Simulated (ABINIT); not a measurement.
Set up this calculation in ABINIT 10.8.3 (patched build), as the native input.

- Task: single point
- Functional: PBEsol
- Potentials or basis: PseudoDojo NC SR PBEsol v0.4.1 standard
- Cutoff: 762 eV
- k mesh: 9 × 9 × 9
- Occupations: fermi-dirac, width 0.05 eV
- Spin: no spin polarisation

Crystal: Pb.

```
CELL_PARAMETERS angstrom
-2.06690 2.05040 2.08125
1.99925 -1.93748 1.90067
1.99103 1.86160 -1.96833
ATOMIC_POSITIONS crystal
Pb 0.00466 0.99633 0.00314
```

The cell isn't the ideal one: cell strained at random at fixed volume.

These files were run (other wordings do the same):

run.abi

```
pp_dirpath "./"
pseudos "Pb.upf"

acell 6.7629560899 6.3701923317 6.353549499
rprim
    -0.5775407136     0.5729293942     0.5815484790
     0.5930796087    -0.5747563450     0.5638366090
     0.5921882921     0.5536942150    -0.5854363697
ntypat 1
znucl 82
natom 1
typat 1
xred
     0.0046640000    -0.0036750000     0.0031350000
chkprim 0
chksymtnons 0
tolsym 1.0e-6

ecut 28.0

kptopt 1
ngkpt 9 9 9
nshiftk 1
shiftk 0.0 0.0 0.0

ixc -116133

nband 11
occopt 3
tsmear 0.05 eV

nstep 100
tolvrs 1.0e-10

iomode 3
prtwf 0
prtden 0
prteig 0
prtebands 0
enunit 1
```

Potentials or basis: PseudoDojo NC SR PBEsol v0.4.1 standard.

The run is started by

```bash
$ abinit run.abi > log 2>&1
```

It gave:

```
Pressure                                              : -1.3 GPa
Band gap on the k mesh                                : none (metal or under the smearing width)
Valence electrons inside the program's atomic spheres : Pb 10.06 (radii [1.0584] Å)
```

Run time: 3.1 min on 1 thread of Arm Neoverse N1 (shared host), peak memory 0.15 GiB.
